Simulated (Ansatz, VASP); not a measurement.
**MnO: VASP beside Ansatz**

The input INCAR:

```
SYSTEM = MnO
PREC = Accurate
ENCUT = 520
EDIFF = 1E-6
ISMEAR = 0
SIGMA = 0.05
LREAL = .FALSE.
LASPH = .TRUE.
NELM = 150
ALGO = Normal
ISIF = 2
LWAVE = .FALSE.
LCHARG = .FALSE.
ISPIN = 2
MAGMOM = 5 -5 0 0
LORBIT = 11
LMAXMIX = 4
LDAU = .TRUE.
LDAUTYPE = 2
LDAUL = 2 -1
LDAUU = 3.9 0
LDAUJ = 0 0
LDAUPRINT = 1
GGA = PE
NBANDS = 31
```

File KPOINTS:

```
Automatic mesh
0
G
  12 12 6
  0 0 0
```

POSCAR

```
MnO
1.0
    0.0000000000      2.2220003343      2.2220003343
    2.2220003343      0.0000000000      2.2220003343
    4.4440006686      4.4440006686      0.0000000000
Mn O
2 2
Direct
    0.0000000000      0.0000000000      0.0000000000
    0.0000000000      0.0000000000      0.5000000000
    0.5000000000      0.5000000000      0.2500000000
    0.5000000000      0.5000000000      0.7500000000
```

Input for Ansatz:

```yaml
crystal:
  lattice:
    - [0.0, 2.2220003343, 2.2220003343]
    - [2.2220003343, 0.0, 2.2220003343]
    - [4.4440006686, 4.4440006686, 0.0]
  atoms:
    - { symbol: Mn, position: [0.0, 0.0, 0.0], spin: 5.0 }
    - { symbol: O, position: [0.5, 0.5, 0.25] }
    - { symbol: Mn, position: [0.0, 0.0, 0.5], spin: -5.0 }
    - { symbol: O, position: [0.5, 0.5, 0.75] }
basis:
  ecutwfc: 420
  ecutrho_ratio: 4
kpoints:
  mp_grid: { grid: [12, 12, 6] }
hamiltonian:
  xc: pbe
  hubbard: { sites: [{ species: Mn, l: d, u_eff: 3.9 }] }
scf:
  occupations: { method: gaussian, width: 0.05 }
  lower_state_search: "off"
output:
  forces: true
  stress: true
  eigenvalues: true
  populations: true
  hubbard: { sites: [{ species: Mn, l: d }] }
  write_density: true
  write_potential: true
  elf: true
  volumetric_format: npy
magnetization:
  spin_polarized: true
checkpoint:
  read: start.run
  write: ck
  compress: false
  write_wavefunctions: false
  write_every: 100000
```

Alike in both runs: task single point; functional PBE; k mesh 12 × 12 × 6; occupations gaussian, width 0.05 eV; collinear spin; Hubbard terms Mn d U = 3.9 eV.

```csv
,VASP,Ansatz
version,VASP 6.6.1,Ansatz 0.2.0
potentials or method,"VASP PAW PBE potentials, release 64 (Mn_pv, O)","scalar-relativistic, plane waves, PAW"
plane-wave cutoff (eV),520,420
valence electrons in the cell,38,42
```

```csv
,VASP,Ansatz,Ansatz less VASP
gap on the k mesh at the Fermi level (eV),1.79,1.76,-0.023
least direct gap on the mesh (eV),2.38,2.39,+0.013
pressure (GPa),5.2,6.9,+1.64
largest component of the traceless stress (GPa),1.11,1.09,-0.022
net moment per atom (μB),0.00,0.00,0.000
size of the moment on the site where the two differ most (μB),4.57,4.23,-0.332
```

Site moments also hang on the region over which each program counts them. The programs project onto different local orbitals, so the same U acts differently. The two sets of potentials don't hold the same shells in valence. Ansatz warned: «stability_check_not_made».

A k mesh can miss the band edges. The state reached can hang on the start; a lower one may exist.
